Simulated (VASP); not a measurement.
# WS2 in VASP: a series of runs

The runs below take WS2 through single point, with PBE.

Everything below comes from runs of VASP 6.6.1. Logs are shortened: lines on timing, memory, paths and dates and some standing lists are left out, and cuts for length are marked.

## (1) The slab as given

The cell holds a slab with vacuum, 12 atoms: a = 3.183 Å, b = 3.183 Å, c = 45.287 Å, α = 90.00°, β = 90.00°, γ = 120.00°.

## (2) Single point, PBE

INCAR reads:

```
SYSTEM = WS2
  PREC = Accurate
  ENCUT = 460
  EDIFF = 1E-7
  ISMEAR = 0
  SIGMA = 0.3
  LREAL = .FALSE.
  LASPH = .TRUE.
  NELM = 120
  ALGO = Normal
  ISIF = 2
  LWAVE = .FALSE.
  LCHARG = .FALSE.
  LDIPOL = .TRUE.
  IDIPOL = 3
  DIPOL = 0.5 0.5 0.500
  GGA = PE
  NBANDS = 72
  LVHAR = .TRUE.
  LVACPOTAV = .TRUE.
```

KPOINTS reads:

```
regular mesh
0
G
  8 8 1
  0 0 0
```

POSCAR reads:

```
WS2
1.0
    3.1832085601      0.0000000000      0.0000000000
   -1.5916042801      2.7567394787      0.0000000000
    0.0000000000      0.0000000000     45.2869860272
S W
8 4
Direct
    0.3333333300      0.6666666600      0.1324883929
    0.3333333300      0.6666666600      0.2013419843
    0.6666666700      0.3333333400      0.2760186147
    0.6666666700      0.3333333400      0.3448722061
    0.3333333300      0.6666666600      0.6551277939
    0.3333333300      0.6666666600      0.7239813853
    0.6666666700      0.3333333400      0.7986580157
    0.6666666700      0.3333333400      0.8675116071
    0.6666666700      0.3333333400      0.1669127427
    0.3333333300      0.6666666600      0.3104478564
    0.6666666700      0.3333333400      0.6895521436
    0.3333333300      0.6666666600      0.8330872573
```

Potentials or basis: VASP PAW PBE potentials, release 64 (S, W_sv).

Started as:

```sh
> cat potpaw_PBE.64/S/POTCAR potpaw_PBE.64/W_sv/POTCAR > POTCAR
> mpirun -np 1 vasp_std > vasp.out
```

OUTCAR:

```text
SYSTEM = WS2
   PREC = Accurate
   ENCUT = 460
   EDIFF = 1E-7
   ISMEAR = 0
   LREAL = .FALSE.
   LASPH = .TRUE.
   NELM = 120
   ISIF = 2
   GGA = PE

 Found     10 irreducible k-points:

 Following reciprocal coordinates:
            Coordinates               Weight
  0.000000  0.000000  0.000000      1.000000
  0.125000 -0.000000  0.000000      6.000000
  0.250000 -0.000000  0.000000      6.000000
  0.375000 -0.000000  0.000000      6.000000
  0.500000 -0.000000  0.000000      3.000000
  0.125000  0.125000  0.000000      6.000000
   k-points           NKPTS =     10   k-points in BZ     NKDIM =     10   number of bands    NBANDS=     72
   number of dos      NEDOS =    301   number of ions     NIONS =     12
   total plane-waves  NPLWV = 184320
   dimension x,y,z NGX =    24 NGY =   24 NGZ =  320
   dimension x,y,z NGXF=    48 NGYF=   48 NGZF=  640
   ions per type =               8   4
   NGX,Y,Z   is equivalent  to a cutoff of  12.53, 12.53, 11.75 a.u.
   NGXF,Y,Z  is equivalent  to a cutoff of  25.07, 25.07, 23.49 a.u.
 SYSTEM =  WS2
   PREC   = accura    normal or accurate (medium, high low for compatibility)
   ISTART =      0    job   : 0-new  1-cont  2-samecut
   ICHARG =      2    charge: 1-file 2-atom 10-const
   ISPIN  =      1    spin polarized calculation?
   LNONCOLLINEAR =      F non collinear calculations
   LSORBIT =      F    spin-orbit coupling
   LASPH  =      T    aspherical Exc in radial PAW
   ENCUT  =  460.0 eV  33.81 Ry    5.81 a.u.   5.57  5.57 79.20*2*pi/ulx,y,z
   NELM   =    120;   NELMIN=  2; NELMDL= -5     # of ELM steps
   EDIFF  = 0.1E-06   stopping-criterion for ELM
   LREAL  =      F    real-space projection
   EDIFFG = 0.1E-05   stopping-criterion for IOM
   NSW    =      0    number of steps for IOM
   IBRION =     -1    ionic relax: 0-MD 1-quasi-New 2-CG
   NFREE  =      0    steps in history (QN), initial steepest desc. (CG)
   ISIF   =      2    stress and relaxation
   ISYM   =      2    0-nonsym 1-usesym 2-fastsym
   POTIM  = 0.5000    time-step for ionic-motion
   TEBEG  =    0.0;   TEEND  =   0.0 temperature during run
   PSTRESS=    0.0 pullay stress
   NELECT =     104.0000    total number of electrons
   NUPDOWN=      -1.0000    fix difference up-down
   EMIN   =  10.00;   EMAX   =-10.00  energy-range for DOS
   EFERMI =   0.00;   METHOD = LEGACY
   ISMEAR =     0;   SIGMA  =   0.30  broadening in eV -4-tet -1-fermi 0-gaus
   EFERMI_NEDOS =   21; number of points for ismear=-14 and -15
   IALGO  =     38    algorithm
   IMIX   =      4    mixing-type and parameters
     AMIX     =   0.40;   BMIX     =  1.00
     AMIX_MAG =   1.60;   BMIX_MAG =  1.00
  volume/ion in A,a.u.               =      33.12       223.49
  Fermi-wavevector in a.u.,A,eV,Ry     =   1.047148  1.978822 14.919032  1.096518
  Thomas-Fermi vector in A             =   2.182015
   LORBIT       =      0    0 simple, 1 ext, 2 COOP (PROOUT), +10 PAW based schemes
   GGA     = PE    functional components
   LHFCALC =     F    Hartree Fock is set to
   AEXX    =    0.0000 exact exchange contribution
   IVDW    =     0    specifies the selected vdW correction
   LEPSILON=     F    determine dielectric tensor
   LRPA    =     F    only Hartree local field effects (RPA)
 non-spin polarized calculation
 Gauss-broadening in eV      SIGMA  =   0.30
  energy-cutoff  :      460.00
  volume of cell :      397.41
 maximum number of plane-waves:      9027
 NGX is ok and might be reduce to    24
   NGX = 11   NGY = 11   NGZ =159

 dipolmoment           0.000000      0.000000      0.000000 electrons x Angstroem

 number of electron     104.0000002 magnetization

 dipolmoment           0.000000      0.000000     -0.000000 electrons x Angstroem

 Free energy of the ion-electron system (eV)
  ---------------------------------------------------
  ext. energy  EPLUGINS =         0.00000000
  ---------------------------------------------------
  free energy    TOTEN  =       -94.66129081 eV

  energy without entropy =      -94.66127938  energy(sigma->0) =      -94.66128509

 E-fermi :   2.1180     XC(G=0):  -6.4006

 val. band max:        1.3282288141   @ k =   0.0000   0.0000   0.0000
 cond. band min:       3.0606719561   @ k =   0.2500   0.1250   0.0000
 fundamental gap:      1.7324431420
 Fermi energy:         2.1180108571

 k-point     1 :       0.0000    0.0000    0.0000
  band No.  band energies     occupation
      1     -72.9979      2.00000
      2     -72.9979      2.00000
      3     -72.9979      2.00000
      4     -72.9979      2.00000
      5     -37.2351      2.00000
      6     -37.2351      2.00000
[... 56 lines left out ...]
     63       4.0675      0.00000
     64       4.0675      0.00000

 k-point     2 :       0.1250   -0.0000    0.0000
  band No.  band energies     occupation
      1     -72.9955      2.00000
      2     -72.9955      2.00000
      3     -72.9955      2.00000
      4     -72.9955      2.00000
      5     -37.2262      2.00000
      6     -37.2262      2.00000
[... 257 lines left out ...]
     63       5.2528      0.00000
     64       5.2528      0.00000

 k-point     6 :       0.1250    0.1250    0.0000
  band No.  band energies     occupation
      1     -72.9913      2.00000
      2     -72.9913      2.00000
      3     -72.9913      2.00000
      4     -72.9913      2.00000
      5     -37.2183      2.00000
      6     -37.2183      2.00000
[... 56 lines left out ...]
     63       3.9796      0.00000
     64       3.9796      0.00000

 [... further k-points ...]

 [bands above 64 left out]

------------------------ aborting loop because EDIFF is reached ----------------------------------------

  FORCE on cell =-STRESS in cart. coord.  units (eV):
  Direction    XX          YY          ZZ          XY          YZ          ZX
  --------------------------------------------------------------------------------------
  -------------------------------------------------------------------------------------
  Total        1.7854371      1.7854371      3.7681642     -0.0000000      0.0000000     -0.0000000
  in kB        7.1981501      7.1981501     15.1916928     -0.0000000      0.0000000     -0.0000000
  external PRESSURE =       9.8626644 kB  Pullay stress =       0.0000000 kB

 VOLUME and BASIS-vectors are now :
 -----------------------------------------------------------------------------
  energy-cutoff  :      460.00
  volume of cell :      397.41
      direct lattice vectors                 reciprocal lattice vectors
     3.183208560  0.000000000  0.000000000     0.314148439  0.181373686  0.000000000
    -1.591604280  2.756739479  0.000000000     0.000000000  0.362747372  0.000000000
     0.000000000  0.000000000 45.286986027     0.000000000  0.000000000  0.022081399

 POSITION                                       TOTAL-FORCE (eV/Angst)
 -----------------------------------------------------------------------------------
     -0.00000      1.83783      6.00000        -0.000000     -0.000000     -0.274808
     -0.00000      1.83783      9.11817         0.000000      0.000000      0.229992
      1.59160      0.91891     12.50005        -0.000000     -0.000000     -0.229552
      1.59160      0.91891     15.61822        -0.000000     -0.000000      0.275338
     -0.00000      1.83783     29.66876         0.000000      0.000000     -0.275338
     -0.00000      1.83783     32.78693         0.000000     -0.000000      0.229552
      1.59160      0.91891     36.16881        -0.000000     -0.000000     -0.229992
      1.59160      0.91891     39.28699         0.000000      0.000000      0.274808
      1.59160      0.91891      7.55898         0.000000      0.000000     -0.012725
     -0.00000      1.83783     14.05925         0.000000     -0.000000      0.012219
      1.59160      0.91891     31.22774         0.000000      0.000000     -0.012219
     -0.00000      1.83783     37.72801        -0.000000      0.000000      0.012725
 -----------------------------------------------------------------------------------
    total drift:                                0.000000      0.000000      0.000000

  FREE ENERGIE OF THE ION-ELECTRON SYSTEM (eV)
  ---------------------------------------------------
  free  energy   TOTEN  =       -94.6612908058 eV

  energy  without entropy=      -94.6612793805  energy(sigma->0) =      -94.66128509

 vacuum level on the upper side and lower side of the slab         6.718         6.718
```

OSZICAR:

```text
N       E                     dE             d eps       ncg     rms          rms(c)
DAV:   1     0.969576655661E+03    0.96958E+03   -0.51902E+04  1672   0.119E+03
DAV:   2    -0.259053198794E+02   -0.99548E+03   -0.95720E+03  1736   0.336E+02
[... 20 lines left out ...]
DAV:  23    -0.946612880764E+02   -0.73357E-05   -0.32971E-07  1080   0.703E-04    0.526E-04
DAV:  24    -0.946612892914E+02   -0.12150E-05   -0.21328E-08  1160   0.280E-04    0.466E-04
DAV:  25    -0.946612902519E+02   -0.96054E-06   -0.13912E-08  1040   0.251E-04    0.207E-04
DAV:  26    -0.946612905180E+02   -0.26607E-06   -0.40531E-09   992   0.130E-04    0.118E-04
DAV:  27    -0.946612907212E+02   -0.20323E-06   -0.53378E-09  1064   0.963E-05    0.702E-05
DAV:  28    -0.946612908058E+02   -0.84612E-07   -0.24360E-09   992   0.659E-05
   1 F= -.94661291E+02 E0= -.94661285E+02  d E =-.114253E-04
```

stdout:

```text
POSCAR found type information on POSCAR S W
 POSCAR found :  2 types and      12 ions
 scaLAPACK will be used
 LDA part: xc-table for (Slater+PW92), standard interpolation
 POSCAR, INCAR and KPOINTS ok, starting setup
 FFT: planning ... GRIDC
 FFT: planning ... GRID_SOFT
 FFT: planning ... GRID
 WAVECAR not read
 entering main loop
 -----------------------------------------------------------------------------
|                                                                             |
|           W    W    AA    RRRRR   N    N  II  N    N   GGGG   !!!           |
|           W    W   A  A   R    R  NN   N  II  NN   N  G    G  !!!           |
|           W    W  A    A  R    R  N N  N  II  N N  N  G       !!!           |
|           W WW W  AAAAAA  RRRRR   N  N N  II  N  N N  G  GGG   !            |
|           WW  WW  A    A  R   R   N   NN  II  N   NN  G    G                |
|           W    W  A    A  R    R  N    N  II  N    N   GGGG   !!!           |
|                                                                             |
|     Did not find any points to average over, which means that no vacuum     |
|     field-free region was found. Please increase the size of  your cell     |
|     in the dimension of the dipole correction to obtain accurate            |
|     workfunction values.                                                    |
|                                                                             |
 -----------------------------------------------------------------------------
```

Run time: 6.8 min. Hardware: 1 thread of AMD EPYC 9R45 (Zen 5), shared host; peak memory 0.49 GiB.

These settings aren't checked as converged: the numbers below hold their error.

What came out:

```yaml
Free_energy: -94.6613 eV
Largest_force: 0.275 eV/Å
Band_gap_on_the_k_mesh: 1.73 eV, indirect (least direct gap 2.23 eV)
Ionisation_potential_of_the_upper_face: 5.39 eV
```

Caveat: spin-orbit coupling is left out, which moves the levels of the heavy elements.

## (3) Single point, PBE

INCAR, as its differences from that of step 2:

```diff
@@ -3,5 +3,5 @@
   ENCUT = 460
-  EDIFF = 1E-7
+  EDIFF = 1E-5
   ISMEAR = 0
-  SIGMA = 0.3
+  SIGMA = 0.05
   LREAL = .FALSE.
```

KPOINTS is that of step 2.

POSCAR is that of step 2.

Potentials or basis: VASP PAW PBE potentials, release 64 (S, W_sv).

Started as:

```sh
> cat potpaw_PBE.64/S/POTCAR potpaw_PBE.64/W_sv/POTCAR > POTCAR
> mpirun -np 1 vasp_std > vasp.out
```

Wall time 5.4 min (1 thread of AMD EPYC 9R45 (Zen 5), shared host); peak memory 0.49 GiB.

These settings aren't checked as converged: the numbers below hold their error.

What came out:

```yaml
Free_energy: -94.6613 eV
Largest_force: 0.275 eV/Å
Band_gap_on_the_k_mesh: 1.73 eV, indirect (least direct gap 2.23 eV)
Ionisation_potential_of_the_upper_face: 5.39 eV
```

Caveat: spin-orbit coupling is left out, which moves the levels of the heavy elements.
